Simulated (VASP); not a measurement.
# How a change of volume changes AlN (F-43m), part 2 of 2

Strain engineering needs slopes: what does a change of volume do to the lattice and the band edges of AlN?

VASP 6.6.1, plane waves and PAW; the level of theory is named at each step.

So far: Set-up; Relax the crystal, LDA; Relax at fixed volume, LDA; Band edges, HSE06.

## (5) All members

Hybrid runs start from orbitals of a short LDA run, not shown.

Runs beyond LDA use the data sets made with LDA; this shifts their levels slightly, and their total energies have another zero.

The other members went through these steps as far as the tables show, with the same cutoff and, step by step, the same mesh; 26 runs are not shown. The session took 1.1 core hours (wall time by ranks) on a shared machine.

```
volume over the relaxed volume  volume (Å³/atom)  pressure (GPa)  energy above the unstrained row (meV/atom)  gap on the mesh, LDA (eV)
                         0.940             9.645          14.787                                      27.743                      3.253
                         0.955             9.799          10.672                                      15.348                      3.248
                         0.970             9.952           6.853                                       6.784                      3.242
                         0.985            10.106           3.305                                       1.740                      3.236
                             1            10.260           0.010                                       0.000                      3.230
                         1.015            10.414          -3.052                                       1.302                      3.224
                         1.030            10.568          -5.895                                       5.444                      3.217
                         1.045            10.722          -8.537                                      12.216                      3.210
                         1.060            10.876         -10.989                                      21.456                      3.203
```

A cubic of the pressure in ln(V/V₀) through all rows has the slope −B at V₀: B = 212 GPa, and its curvature gives B′ = 3.9.

Band edges at HSE06, counted from the valence-band top at Γ, with one row partly withheld:

```
volume over the relaxed volume  gap (eV)  conduction band at Γ (eV)  Δ or X valley along z (eV)  lowest conduction level at L, [111] (eV)  second valence level below the top (eV)  third valence level below the top (eV)
                         0.940     4.650                      6.344                       4.650                                     9.657                                    0.000                                   0.000
                         0.955     4.636                      6.182                       4.636                                     9.495                                    0.000                                   0.000
                         0.970         ?                      6.024                           ?                                     9.338                                    0.000                                   0.000
                         0.985     4.606                      5.871                       4.607                                     9.184                                    0.000                                   0.000
                             1     4.592                      5.721                       4.592                                     9.033                                    0.000                                   0.000
                         1.015     4.577                      5.574                       4.577                                     8.885                                    0.000                                   0.000
                         1.030     4.562                      5.431                       4.562                                     8.740                                    0.000                                   0.000
                         1.045     4.547                      5.290                       4.547                                     8.599                                    0.000                                   0.000
                         1.060     4.532                      5.154                       4.532                                     8.460                                    0.000                                   0.000
```

Conduction masses, in electron masses (the axis is [001]):

```
volume over the relaxed volume  conduction mass at Γ, along the strain axis or the normal of the plane
                         0.940                                                                   0.316
                         0.955                                                                   0.311
                         0.970                                                                   0.305
                         0.985                                                                   0.299
                             1                                                                   0.298
                         1.015                                                                   0.290
                         1.030                                                                   0.288
                         1.045                                                                   0.281
                         1.060                                                                   0.275
```

## (6) Working out the slope

The quantity to fit is the Δ or X valley above the valence top at HSE06: 4.650, 4.636, 4.607, 4.592, 4.577, 4.562, 4.547, 4.532 eV in the rows shown.

Fitting a parabola to the 8 known rows (u: logarithm of the volume ratio) gives E = − 0.7739 u² − 0.9815 u + 4.592 in eV; the residuals are 6.9e-5 eV r.m.s.

For the withheld row, u = -0.03046, the fit gives 4.6213 eV.

## (7) Checking the prediction

The calculation gives 4.6212 eV, so the prediction is 0.0001 eV too high.

## (8) Results

```json
{"bulk modulus": "212 GPa", "gap of the unstrained cell, HSE06": "4.59 eV", "dE/d ln V of the Δ or X valley above the valence top, HSE06": "-0.98 eV", "error of the predicted row": "0.1 meV"}
```

**Reading.** The slope of the energy gives 0.19 GPa at the relaxed volume where the pressure column has 0.01 GPa, a mark of the finite basis. At HSE06 the lowest conduction valley is Δ or X throughout, and the gap runs between 4.53 and 4.65 eV. Hole masses are left out throughout, since the top bands are degenerate or cross in many series; of conduction masses, those of the Γ, L and (for Si and Ge under (001) strain) Δ valleys are kept where they change by under an eighth between rows. HSE06 ran on a coarser mesh than the semilocal levels. Spin-orbit coupling is left out at HSE06, so the valence splittings there lack it. Δ or X levels are the lowest on their line, refined by a parabola unless they lie at X; the gap is read from all points sampled and can differ from the lowest valley by some meV, or by tens of meV where strain moves the valence top off Γ. Temperature, zero-point motion and excitons are left out.

[Lines on the potential files, build, host, timing and source positions are cut from VASP's logs without a mark.]

[Logs are printed without paths, hosts, clocks, repeated set-up lines and the standing remarks that a program may print on its own settings, such as how far it seeks lower states.]

[Hosts, paths, dates, database ids (printed as entryN), source tags and the programs' standing remarks are cut or masked in the printed files.]

[In band tables of VASP the shares of atoms and orbitals are scaled to a sum of 1 inside the atoms' spheres.]
